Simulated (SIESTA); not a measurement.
The system is ZnO (zincite).

```
Zn O
1.0
     3.24931    0.00000    0.00000
    -1.62465    2.81398    0.00000
     0.00000    0.00000    5.20571
Zn O
2 2
Cartesian
  1.6247 0.9380 0.0000
  0.0000 1.8760 2.6029
  0.0000 1.8760 4.5759
  1.6247 0.9380 1.9730
```

Base run:

```yaml
Program: SIESTA 5.4.2
Functional: AM05
Potentials_or_basis: PseudoDojo 0.4 standard (PBEsol files)
Basis: DZP (energy shift 0.002 Ry)
Grid_cutoff: 800 Ry
Energy_shift: 0.002 Ry
k_mesh: 9 × 9 × 5
Occupations: fermi-dirac, width 0.05 eV
Spin: no spin polarisation
```

Its results: band gap on the k mesh 1.13 eV, direct; pressure 0.8 GPa; largest force 0.118 eV/Å.

Task: The run is repeated on the same cell with these changes: functional from AM05 to PBEsol. What comes out?

Result: Band gap on the k mesh 1.07 eV, direct; pressure 0.2 GPa; largest force 0.116 eV/Å.

Caveats: semicore shells carry a single zeta, which can move pressures by several GPa and volumes by a few percent; the valence orbitals were made in a potential fitted to the semicore shell under them, which widens gaps by tenths of an eV or more; the basis of atomic orbitals isn't converged, which shifts pressures, moduli and gaps; the potentials were made for another functional, which shifts forces and pressure (some runs).

Not every run made on this cell is shown here.
